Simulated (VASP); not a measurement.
Input of a VASP 6.6.1 run:

File INCAR:

```
SYSTEM = MnS
PREC = Accurate
ENCUT = 600
EDIFF = 1E-6
ISMEAR = 0
SIGMA = 0.05
LREAL = .False.
LASPH = .True.
NELM = 100
ALGO = Fast
ISIF = 4
LWAVE = .False.
LCHARG = .False.
GGA = PE
IBRION = 2
NSW = 60
EDIFFG = -0.01
```

File KPOINTS:

```
Automatic mesh
0
Gamma
  12 12 6
  0 0 0
```

POSCAR

```
MnS
1.0
    3.5026376620      0.0000000000      0.0000000000
   -1.7513188310      3.0333731956      0.0000000000
    0.0000000000      0.0000000000      6.0721278251
Mn S
2 2
Direct
    0.3333333333      0.6666666667      0.0098675992
    0.6666666667      0.3333333333      0.5098675992
    0.3333333333      0.6666666667      0.3751324008
    0.6666666667      0.3333333333      0.8751324008
```

Potentials or basis: VASP PAW PBE potentials, release 64 (Mn_pv, S).

Launch:

```bash
$ cat potpaw_PBE.64/Mn_pv/POTCAR potpaw_PBE.64/S/POTCAR > POTCAR
$ mpirun -np 1 vasp_std > vasp.out
```

Question: What does it give for the band gap on the k mesh?

Answer: None (metal or under the smearing width).

Forces on the atoms (eV/Å):
```
Mn   0.000  0.000  0.007
Mn   0.000  0.000  0.007
S    0.000  0.000 -0.007
S    0.000  0.000 -0.007
```

Caveat: the run has no spin polarisation, though such a crystal can be magnetic; semilocal functionals often make such compounds metallic where correlation or magnetic order opens a gap, which also shifts bond lengths. Spin polarisation is off, so any magnetic state and its effect on volume and gap are missing.
